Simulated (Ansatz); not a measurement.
# Dielectric response of BaTe (001) films, part 3 of 5

Aim: the electronic and static ε of rocksalt BaTe (001) from films of three thicknesses in a field.

Ansatz 0.2.0; plane-wave DFT, PBEsol, Ansatz PAW.

So far. Step 8 (Field on, atoms free, 6 atoms, field -0.05 V/Å): The dipole is -0.0709 e·Å, and the gap on the mesh 1.571 eV. Step 9 (Response with the atoms relaxed, 6 atoms, units 3): The induced dipole is that of a conductor 10.47 Å thick.

**10. Relaxation, 10 atoms, units 5**

This step: plane-wave DFT, PBEsol, Ansatz PAW (Ansatz 0.2.0).

System of this step: BaTe (001), 5 units. The cell holds 10 atoms: 5 Ba and 5 Te. Cell: a = 4.950 Å, b = 4.950 Å, c = 32.000 Å, α = 90.0°, β = 90.0°, γ = 90.0°. It derives from BaTe (rocksalt BaTe). Vacuum lies along c.

The next thickness, treated alike, so that differences show the interior and the faces cancel.

input.yaml reads:

```yaml
crystal:
  lattice:
    - [4.94974747, 0.0, 0.0]
    - [0.0, 4.94974747, 0.0]
    - [0.0, 0.0, 32.0]
  atoms:
    - { symbol: Ba, position: [0.5, 0.5, 0.28125] }
    - { symbol: Te, position: [0.0, 0.0, 0.28125] }
    - { symbol: Ba, position: [0.0, 0.0, 0.390625] }
    - { symbol: Te, position: [0.5, 0.5, 0.390625] }
    - { symbol: Ba, position: [0.5, 0.5, 0.5] }
    - { symbol: Te, position: [0.0, 0.0, 0.5] }
    - { symbol: Ba, position: [0.0, 0.0, 0.609375] }
    - { symbol: Te, position: [0.5, 0.5, 0.609375] }
    - { symbol: Ba, position: [0.5, 0.5, 0.71875] }
    - { symbol: Te, position: [0.0, 0.0, 0.71875] }
kpoints:
  mp_grid: { grid: [6, 6, 1] }
hamiltonian:
  xc: pbesol
scf:
  occupations: { method: fixed }
  convergence: { dr2_threshold: 1.0e-09 }
efield:
  axis: 3
  dipole_correction: true
  ramp_position: 0.97
  ramp_width: 0.06
relax:
  f_tol: 0.003
  max_steps: 100
output:
  write_potential: true
  write_density: true
  volumetric_format: npy
```

On the command line:

```bash
ansatz run input.yaml --threads 4 --pin off --max-ram 12288MiB --backend cpu --events-out ev --progress --plain --runs-dir out
```

Numbers of over 12 decimals in the logs are rounded to 6 here.

Output:

```text
[...]
Crystal: 10 atoms, lattice volume = 784.000 Å³
Basis set: ecut = 420 eV, 15359 PW (Γ), exchange–correlation on 72×72×432 points (8 copies of the dense FFT grid, shifted against one another)
Bands: 78, of which v1, the nominal top of the filled ones, is band 65 counted from 1 (64 counted from 0)
Symmetry: 8 space group operations
k-points: 10 of 36
[...]
- { symbol: Te, position: [0, 0.0, 0.283474] }
    - { symbol: Ba, position: [0, 0.0, 0.391347] }
    - { symbol: Te, position: [0.5, 0.5, 0.391896] }
    - { symbol: Ba, position: [0.5, 0.5, 0.500000] }
    - { symbol: Te, position: [0, 0.0, 0.500000] }
    - { symbol: Ba, position: [0, 0.0, 0.608653] }
    - { symbol: Te, position: [0.5, 0.5, 0.608104] }
    - { symbol: Ba, position: [0.5, 0.5, 0.713967] }
    - { symbol: Te, position: [0, 0.0, 0.716526] }
[key lines of the parts left out:]
SCF converged after 7 iterations
Free energy (F): -63837.640531 eV
Fermi energy:    1.484945 eV
Dipole field:    D = 0.000003 V/Å  (p = 0.000015 e·Å, saw-weighted, corrected)
Work function:   Φ+ = 4.3510 eV   Φ− = 4.3512 eV
```

It took 72 s on 4 threads of Arm Neoverse V1, shared host; peak memory 1.7 GiB; 4.7 min of CPU time.

Relaxation path:

```csv
step,energy less that of the first step (eV),largest force component (eV/Å)
1,0.0000,0.2942
2,-0.0331,0.1151
3,-0.0396,0.0119
4,-0.0397,0.0014
```

The run keeps the 8 symmetry operations that it works with, so distortions that break them were not tested.

The atoms that moved most (Å):

```csv
atom,dx,dy,dz,length
Ba1,0.000,0.000,0.153,0.153
Ba9,0.000,0.000,-0.153,0.153
Te10,0.000,0.000,-0.071,0.071
Te2,0.000,0.000,0.071,0.071
Te8,0.000,0.000,-0.041,0.041
Te4,0.000,0.000,0.041,0.041
Ba3,0.000,0.000,0.023,0.023
Ba7,0.000,0.000,-0.023,0.023
```

The relaxation took 4 steps and lowered the energy by 0.040 eV; the largest force on the free atoms ends at 0.0014 eV/Å.

The gap is 1.51 eV, with the valence edge 4.35 eV and the conduction edge 2.84 eV under the upper vacuum level.

**11. The relaxed film, single point, 10 atoms, units 5**

The next thickness, treated alike, so that differences show the interior and the faces cancel.

input.yaml, the sections that differ from step 10:

```yaml
crystal:
  lattice:
    - [4.94974747, 0.0, 0.0]
    - [0.0, 4.94974747, 0.0]
    - [0.0, 0.0, 32.0]
  atoms:
    - { symbol: Ba, position: [0.5, 0.5, 0.2860326562] }
    - { symbol: Te, position: [0.0, 0.0, 0.2834742539] }
    - { symbol: Ba, position: [0.0, 0.0, 0.391347476] }
    - { symbol: Te, position: [0.5, 0.5, 0.3918960135] }
    - { symbol: Ba, position: [0.5, 0.5, 0.5000000155] }
    - { symbol: Te, position: [0.0, 0.0, 0.4999999867] }
    - { symbol: Ba, position: [0.0, 0.0, 0.6086525445] }
    - { symbol: Te, position: [0.5, 0.5, 0.6081039649] }
    - { symbol: Ba, position: [0.5, 0.5, 0.7139673556] }
    - { symbol: Te, position: [0.0, 0.0, 0.7165257333] }
output:
  eigenvalues: true
  write_potential: true
  write_density: true
  volumetric_format: npy
  elf: true
# kpoints, hamiltonian, scf, efield: as in step 10
# relax: removed
```

Output:

```text
[...]
Crystal: 10 atoms, lattice volume = 784.000 Å³
Basis set: ecut = 420 eV, 15359 PW (Γ)
Bands: 78, of which v1, the nominal top of the filled ones, is band 65 counted from 1 (64 counted from 0)
Symmetry: 8 space group operations
k-points: 10 of 36
[...]
k-point 0: bands = [... 61 lower, 1.4511, 1.4511, 1.4849, 1.4849, 2.9956, 3.1943, 3.5367, 3.9586, ... 9 higher]
  k-point 1: bands = [... 61 lower, 1.0012, 1.1815, 1.1837, 1.1995, 3.5091, 3.6828, 3.9760, 4.2810, ... 9 higher]
  k-point 2: bands = [... 61 lower, 0.7627, 0.7693, 0.8587, 1.0034, 4.5235, 4.6147, 4.7190, 4.7314, ... 9 higher]
  k-point 9: bands = [... 61 lower, 1.0317, 1.0317, 1.0857, 1.3010, 3.1718, 3.1718, 3.8257, 3.8257, ... 9 higher]
[key lines of the parts left out:]
SCF converged after 10 iterations
Free energy (F): -63837.640598 eV
Fermi energy:    1.484924 eV
Dipole field:    D = 0.000013 V/Å  (p = 0.000056 e·Å, saw-weighted, corrected)
Work function:   Φ+ = 4.3509 eV   Φ− = 4.3513 eV
```

The job ended after 29 s (4 threads; peak memory 1.7 GiB; 1.9 min of CPU time).

The gap is 1.51 eV, with the valence edge 4.35 eV and the conduction edge 2.84 eV under the upper vacuum level.

**12. Atoms held, 10 atoms, units 5, field 0.05 V/Å**

Changes to input.yaml since step 11:

```diff
@@ -22,3 +22,3 @@
   occupations: { method: fixed }
-  convergence: { dr2_threshold: 1.0e-09 }
+  convergence: { dr2_threshold: 1.0e-10 }
 efield:
@@ -28,4 +28,4 @@
   ramp_width: 0.06
+  amplitude: 0.05
 output:
-  eigenvalues: true
   write_potential: true
@@ -33,2 +33 @@
   volumetric_format: npy
-  elf: true
```

Output:

```text
[...]
Crystal: 10 atoms, lattice volume = 784.000 Å³
Basis set: ecut = 420 eV, 15359 PW (Γ)
Bands: 78, of which v1, the nominal top of the filled ones, is band 65 counted from 1 (64 counted from 0)
Symmetry: 8 space group operations
k-points: 10 of 36
[...]
k-point 0: bands = [... 61 lower, 1.4180, 1.4180, 1.5200, 1.5200, 2.9911, 3.1958, 3.5369, 3.9577, ... 9 higher]
  k-point 1: bands = [... 61 lower, 1.0022, 1.1397, 1.1899, 1.2424, 3.5041, 3.6844, 3.9761, 4.2785, ... 9 higher]
  k-point 2: bands = [... 61 lower, 0.7132, 0.8188, 0.8489, 1.0163, 4.5114, 4.6101, 4.7186, 4.7432, ... 9 higher]
  k-point 9: bands = [... 61 lower, 1.0423, 1.0423, 1.0757, 1.3116, 3.1701, 3.1701, 3.8260, 3.8260, ... 9 higher]
[key lines of the parts left out:]
SCF converged after 13 iterations
Free energy (F): -63837.643131 eV
Fermi energy:    1.519999 eV
Dipole field:    D = 0.023386 V/Å  (p = 0.101325 e·Å, saw-weighted, corrected)
```

The job ended after 31 s (4 threads; peak memory 1.7 GiB; 2 min of CPU time).

The dipole is 0.101 e·Å, and the gap on the mesh 1.471 eV.

**13. Single point, 10 atoms, units 5, field -0.05 V/Å**

Changes to input.yaml since step 12:

```diff
@@ -28,3 +28,3 @@
   ramp_width: 0.06
-  amplitude: 0.05
+  amplitude: -0.05
 output:
```

Output:

```text
[...]
Crystal: 10 atoms, lattice volume = 784.000 Å³
Basis set: ecut = 420 eV, 15359 PW (Γ)
Bands: 78, of which v1, the nominal top of the filled ones, is band 65 counted from 1 (64 counted from 0)
Symmetry: 8 space group operations
k-points: 10 of 36
[...]
k-point 0: bands = [... 61 lower, 1.4180, 1.4180, 1.5200, 1.5200, 2.9911, 3.1958, 3.5369, 3.9577, ... 9 higher]
  k-point 1: bands = [... 61 lower, 1.0022, 1.1397, 1.1899, 1.2424, 3.5041, 3.6844, 3.9761, 4.2785, ... 9 higher]
  k-point 2: bands = [... 61 lower, 0.7132, 0.8188, 0.8489, 1.0163, 4.5114, 4.6101, 4.7186, 4.7432, ... 9 higher]
  k-point 9: bands = [... 61 lower, 1.0423, 1.0423, 1.0757, 1.3116, 3.1701, 3.1701, 3.8260, 3.8260, ... 9 higher]
[key lines of the parts left out:]
SCF converged after 13 iterations
Free energy (F): -63837.643131 eV
Fermi energy:    1.520006 eV
Dipole field:    D = -0.023386 V/Å  (p = -0.101323 e·Å, saw-weighted, corrected)
```

It took 30 s on 4 threads; peak memory 1.7 GiB.

The dipole is -0.101 e·Å, and the gap on the mesh 1.471 eV.

**14. Response with the atoms held, 10 atoms, units 5**

This step: plane-wave DFT, PBEsol, Ansatz PAW; response to a field along the normal, atoms held (Ansatz 0.2.0).

Local field over the applied field, running mean. From the potentials at -0.05 and 0.05 V/Å; running mean over 3.5 Å, taken twice. The local field over applied field by z:

```csv
z (Å),local field over applied field
5,0.930
6,0.807
7,0.616
8,0.407
9,0.248
10,0.166
11,0.148
12,0.153
13,0.159
14,0.162
15,0.161
16,0.161
17,0.161
18,0.162
19,0.159
20,0.153
21,0.148
22,0.166
23,0.248
24,0.407
25,0.616
26,0.807
27,0.930
```

The induced dipole is that of a conductor 14.97 Å thick.

**15. Field on, atoms free, 10 atoms, units 5, field 0.05 V/Å**

This step: plane-wave DFT, PBEsol, Ansatz PAW (Ansatz 0.2.0).

The same pair of relaxations in the field for this thickness.

Changes to input.yaml since step 13:

```diff
@@ -28,3 +28,6 @@
   ramp_width: 0.06
-  amplitude: -0.05
+  amplitude: 0.05
+relax:
+  f_tol: 0.0006
+  max_steps: 70
 output:
```

Output:

```text
[...]
Crystal: 10 atoms, lattice volume = 784.000 Å³
Basis set: ecut = 420 eV, 15359 PW (Γ), exchange–correlation on 72×72×432 points (8 copies of the dense FFT grid, shifted against one another)
Bands: 78, of which v1, the nominal top of the filled ones, is band 65 counted from 1 (64 counted from 0)
Symmetry: 8 space group operations
k-points: 10 of 36
[...]
- { symbol: Te, position: [0, 0.0, 0.283325] }
    - { symbol: Ba, position: [0, 0.0, 0.391378] }
    - { symbol: Te, position: [0.5, 0.5, 0.391875] }
    - { symbol: Ba, position: [0.5, 0.5, 0.500104] }
    - { symbol: Te, position: [0, 0.0, 0.499902] }
    - { symbol: Ba, position: [0, 0.0, 0.608698] }
    - { symbol: Te, position: [0.5, 0.5, 0.608094] }
    - { symbol: Ba, position: [0.5, 0.5, 0.714095] }
    - { symbol: Te, position: [0, 0.0, 0.716358] }
[key lines of the parts left out:]
SCF converged after 5 iterations
Free energy (F): -63837.643366 eV
Fermi energy:    1.495393 eV
Dipole field:    D = 0.026156 V/Å  (p = 0.113324 e·Å, saw-weighted, corrected)
```

Wall time 67 s (4 threads); peak memory 1.6 GiB.

Step by step:

```csv
step,energy less that of the first step (eV),largest force component (eV/Å)
1,0.0000,0.0222
2,-0.0002,0.0126
3,-0.0003,0.0008
4,-0.0003,0.0001
```

The run keeps the 8 symmetry operations that it works with, so distortions that break them were not tested.

The relaxed structure:

```xyz
10
Lattice="4.9497 0.0000 0.0000 0.0000 4.9497 0.0000 0.0000 0.0000 32.0000" Properties=species:S:1:pos:R:3
Ba    2.4749    2.4749    9.1575
Te    0.0000    0.0000    9.0664
Ba    0.0000    0.0000   12.5241
Te    2.4749    2.4749   12.5400
Ba    2.4749    2.4749   16.0033
Te    0.0000    0.0000   15.9969
Ba    0.0000    0.0000   19.4783
Te    2.4749    2.4749   19.4590
Ba    2.4749    2.4749   22.8511
Te    0.0000    0.0000   22.9234
```

The relaxation took 4 steps and lowered the energy by 3.0e-4 eV; the largest force on the free atoms ends at 1.5e-4 eV/Å.

The dipole is 0.113 e·Å, and the gap on the mesh 1.499 eV.

**16. Relaxing in the field, 10 atoms, units 5, field -0.05 V/Å**

The opposite sign, again from the field-free geometry; the difference of the two cancels what relaxes without a field.

Changes to input.yaml since step 15:

```diff
@@ -28,3 +28,3 @@
   ramp_width: 0.06
-  amplitude: 0.05
+  amplitude: -0.05
 relax:
```

Output:

```text
[...]
Crystal: 10 atoms, lattice volume = 784.000 Å³
Basis set: ecut = 420 eV, 15359 PW (Γ), exchange–correlation on 72×72×432 points (8 copies of the dense FFT grid, shifted against one another)
Bands: 78, of which v1, the nominal top of the filled ones, is band 65 counted from 1 (64 counted from 0)
Symmetry: 8 space group operations
k-points: 10 of 36
[...]
- { symbol: Te, position: [0, 0.0, 0.283642] }
    - { symbol: Ba, position: [0, 0.0, 0.391302] }
    - { symbol: Te, position: [0.5, 0.5, 0.391906] }
    - { symbol: Ba, position: [0.5, 0.5, 0.499896] }
    - { symbol: Te, position: [0, 0.0, 0.500098] }
    - { symbol: Ba, position: [0, 0.0, 0.608622] }
    - { symbol: Te, position: [0.5, 0.5, 0.608125] }
    - { symbol: Ba, position: [0.5, 0.5, 0.713830] }
    - { symbol: Te, position: [0, 0.0, 0.716675] }
[key lines of the parts left out:]
SCF converged after 5 iterations
Free energy (F): -63837.643366 eV
Fermi energy:    1.495392 eV
Dipole field:    D = -0.026156 V/Å  (p = -0.113323 e·Å, saw-weighted, corrected)
```

Run time: 67 s. Hardware: 4 threads; peak memory 1.6 GiB; 4.4 min of CPU time.

Relaxation path:

```csv
step,energy less that of the first step (eV),largest force component (eV/Å)
1,0.0000,0.0222
2,-0.0002,0.0126
3,-0.0003,0.0008
4,-0.0003,0.0001
```

Forces are held to the 8 operations that the run works with; a distortion that breaks them can't arise in this run.

The relaxation took 4 steps and lowered the energy by 3.0e-4 eV; the largest force on the free atoms ends at 1.5e-4 eV/Å.

The dipole is -0.113 e·Å, and the gap on the mesh 1.499 eV.

**17. Response with the atoms relaxed, 10 atoms, units 5**

This step: plane-wave DFT, PBEsol, Ansatz PAW; response to a field along the normal, atoms relaxed (Ansatz 0.2.0).

Local field over the applied field, running mean. From the potentials at -0.05 and 0.05 V/Å; running mean over 3.5 Å, taken twice. The local field over applied field by z:

```csv
z (Å),local field over applied field
5,0.923
6,0.791
7,0.550
8,0.305
9,0.0730
10,0.0360
11,0.0532
12,0.0876
13,0.116
14,0.0982
15,0.0738
16,0.0358
17,0.0738
18,0.0982
19,0.116
20,0.0876
21,0.0532
22,0.0360
23,0.0730
24,0.305
25,0.550
26,0.791
27,0.923
```

The induced dipole is that of a conductor 16.74 Å thick.

**18. Relaxing the film, 16 atoms, units 8**

This step: plane-wave DFT, PBEsol, Ansatz PAW (Ansatz 0.2.0).

System of this step: BaTe (001), 8 units. The cell holds 16 atoms: 8 Ba and 8 Te. Cell: a = 4.950 Å, b = 4.950 Å, c = 42.500 Å, α = 90.0°, β = 90.0°, γ = 90.0°. It derives from BaTe (rocksalt BaTe). Vacuum lies along c.

The next thickness, treated alike, so that differences show the interior and the faces cancel.

input.yaml reads:

```yaml
crystal:
  lattice:
    - [4.94974747, 0.0, 0.0]
    - [0.0, 4.94974747, 0.0]
    - [0.0, 0.0, 42.5]
  atoms:
    - { symbol: Ba, position: [0.5, 0.5, 0.2117647059] }
    - { symbol: Te, position: [0.0, 0.0, 0.2117647059] }
    - { symbol: Ba, position: [0.0, 0.0, 0.2941176471] }
    - { symbol: Te, position: [0.5, 0.5, 0.2941176471] }
    - { symbol: Ba, position: [0.5, 0.5, 0.3764705882] }
    - { symbol: Te, position: [0.0, 0.0, 0.3764705882] }
    - { symbol: Ba, position: [0.0, 0.0, 0.4588235294] }
    - { symbol: Te, position: [0.5, 0.5, 0.4588235294] }
    - { symbol: Ba, position: [0.5, 0.5, 0.5411764706] }
    - { symbol: Te, position: [0.0, 0.0, 0.5411764706] }
    - { symbol: Ba, position: [0.0, 0.0, 0.6235294118] }
    - { symbol: Te, position: [0.5, 0.5, 0.6235294118] }
    - { symbol: Ba, position: [0.5, 0.5, 0.7058823529] }
    - { symbol: Te, position: [0.0, 0.0, 0.7058823529] }
    - { symbol: Ba, position: [0.0, 0.0, 0.7882352941] }
    - { symbol: Te, position: [0.5, 0.5, 0.7882352941] }
kpoints:
  mp_grid: { grid: [6, 6, 1] }
hamiltonian:
  xc: pbesol
scf:
  occupations: { method: fixed }
  convergence: { dr2_threshold: 1.0e-09 }
efield:
  axis: 3
  dipole_correction: true
  ramp_position: 0.97
  ramp_width: 0.06
relax:
  f_tol: 0.003
  max_steps: 100
output:
  write_potential: true
  write_density: true
  volumetric_format: npy
```

Output:

```text
[...]
Crystal: 16 atoms, lattice volume = 1041.250 Å³
Basis set: ecut = 420 eV, 20355 PW (Γ), exchange–correlation on 72×72×576 points (8 copies of the dense FFT grid, shifted against one another)
Bands: 125, of which v1, the nominal top of the filled ones, is band 104 counted from 1 (103 counted from 0)
Symmetry: 8 space group operations
k-points: 10 of 36
[...]
- { symbol: Ba, position: [0.5, 0.5, 0.540775] }
    - { symbol: Te, position: [0, 0.0, 0.540724] }
    - { symbol: Ba, position: [0, 0.0, 0.622170] }
    - { symbol: Te, position: [0.5, 0.5, 0.622297] }
    - { symbol: Ba, position: [0.5, 0.5, 0.704082] }
    - { symbol: Te, position: [0, 0.0, 0.703625] }
    - { symbol: Ba, position: [0, 0.0, 0.783332] }
    - { symbol: Te, position: [0.5, 0.5, 0.785273] }
[key lines of the parts left out:]
SCF converged after 8 iterations
Free energy (F): -102140.759443 eV
Fermi energy:    2.667604 eV
Dipole field:    D = 0.000000 V/Å  (p = 0.000003 e·Å, saw-weighted, corrected)
Work function:   Φ+ = 4.3612 eV   Φ− = 4.3612 eV
```

Elapsed: 2.9 min, on 4 threads; peak memory 2.9 GiB; 11 min of CPU time.

Relaxation path:

```csv
step,energy less that of the first step (eV),largest force component (eV/Å)
1,0.0000,0.2941
2,-0.0387,0.0918
3,-0.0460,0.0152
4,-0.0462,0.0005
```

The run keeps the 8 symmetry operations that it works with, so distortions that break them were not tested.

The atoms that moved most (Å):

```csv
atom,dx,dy,dz,length
Ba15,0.000,0.000,-0.208,0.208
Ba1,0.000,0.000,0.208,0.208
Te16,0.000,0.000,-0.126,0.126
Te2,0.000,0.000,0.126,0.126
Te4,0.000,0.000,0.096,0.096
Te14,0.000,0.000,-0.096,0.096
Ba13,0.000,0.000,-0.077,0.077
Ba3,0.000,0.000,0.077,0.077
```

Running mean over 3.5 Å of the planar mean; the ramp of the sawtooth is left out. Electron's electrostatic potential energy less the highest filled level against z:

z (Å), electron's electrostatic potential energy less the highest filled level (eV) and a bar from the least value:
```
        4       4.36 ##############################
        5       4.35 ##############################
        6       4.20 #############################
        7       2.74 #####################
        8       0.19 #######
        9      -0.89 ##
       10      -1.03 #
       11      -1.19 
       12      -1.01 #
       13      -0.96 #
       14      -1.02 #
       15      -1.01 #
       16      -0.95 #
       17      -1.02 #
       18      -1.05 #
       19      -0.97 #
       20      -0.97 #
       21      -1.04 #
       22      -1.02 #
       23      -0.96 #
       24      -1.03 #
       25      -1.05 #
       26      -0.97 #
       27      -0.97 #
       28      -1.01 #
       29      -1.00 #
       30      -0.96 #
       31      -1.14 
       32      -1.16 
       33      -0.94 #
       34      -0.66 ###
       35       1.49 ###############
       36       3.80 ###########################
       37       4.31 ##############################
       38       4.36 ##############################
```

The relaxation took 4 steps and lowered the energy by 0.046 eV; the largest force on the free atoms ends at 5.2e-4 eV/Å.

The gap is 1.48 eV, with the valence edge 4.36 eV and the conduction edge 2.88 eV under the upper vacuum level.

**19. The series together**

Times are for 4 threads of Arm Neoverse V1, shared host. The runs compared:

```csv
no.,units,gap by band count (eV),"ionisation energy, upper face (eV)","electron affinity, upper face (eV)",time,memory (GiB)
1,3,1.572,4.323,2.752,29 s,1.1
2,5,1.511,4.351,2.840,72 s,1.7
3,8,1.481,4.361,2.880,2.9 min,2.9
```

The runs together. Table of valence density, planar mean by z:

```csv
z (Å),3 (e/Å³),5 (e/Å³),8 (e/Å³)
5,7.3e-5,6.7e-5,5.7e-5
6,8.0e-4,7.4e-4,6.5e-4
7,0.00907,0.00835,0.00725
8,0.118,0.109,0.0945
9,0.822,0.811,0.783
10,0.175,0.192,0.215
11,0.0571,0.0557,0.0539
12,0.449,0.418,0.369
13,0.449,0.488,0.544
14,0.0571,0.0582,0.0623
15,0.175,0.147,0.129
16,0.822,0.817,0.810
17,0.118,0.148,0.168
18,0.00907,0.0579,0.0552
19,8.0e-4,0.489,0.432
20,7.3e-5,0.411,0.469
21,5.7e-6,0.0563,0.0568
22,0,0.192,0.155
23,0,0.799,0.811
24,0,0.108,0.141
```

[end of part 3 of 5]

[Logs are printed without paths, hosts, clocks, repeated set-up lines and the standing remarks that a program may print on its own settings, such as how far it seeks lower states.]

[Hosts, paths, dates, database ids (printed as entryN), source tags and the programs' standing remarks are cut or masked in the printed files.]

[Maps of the electrostatic potential energy from Ansatz leave out the sawtooth potential of an applied field or a dipole correction, so their vacuum need not be flat; planar profiles and work functions include it.]
